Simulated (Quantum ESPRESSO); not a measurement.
GaN:

```
CELL_PARAMETERS angstrom
0.00000 2.25350 2.25350
2.25350 0.00000 2.25350
2.25350 2.25350 0.00000
ATOMIC_POSITIONS crystal
Ga 0.00000 0.00000 0.00000
N 0.25000 0.25000 0.25000
```

The cell is a database's computed one.

```yaml
Program: Quantum ESPRESSO 7.5
Task: phonons
Functional: PBE
Potentials_or_basis: GBRV 1.5 PBE
Cutoff: 612 eV
Density_cutoff: 4898 eV
k_mesh: 8 × 8 × 8, shifted
Occupations: fermi-dirac, width 0.05 eV
Spin: no spin polarisation
Target_pressure: 40 GPa
Mixing_beta: 0.5
Most_SCF_iterations: 120
SCF_threshold: 4e-10 Ry
```

The cell and the atoms were relaxed first at 40 GPa, to 10.00 Å³/atom (a = 3.047 Å, b = 3.047 Å, c = 3.047 Å, α = 60.00°, β = 60.00°, γ = 60.00°), and the response was taken there.

The first run showed a gap, so the response started from a second, tighter run with fixed occupations.

Problem. How polar is the lattice: what are the Born charges, the two dielectric constants and the LO-TO splitting?

Solution. Born charges ±2.61 e; dielectric constants 5.28 (electrons alone) and 8.65 (static); transverse and longitudinal modes at 654 and 836 cm⁻¹.

Caveat: the cell is more than 3 GPa from zero pressure, which shifts response properties.
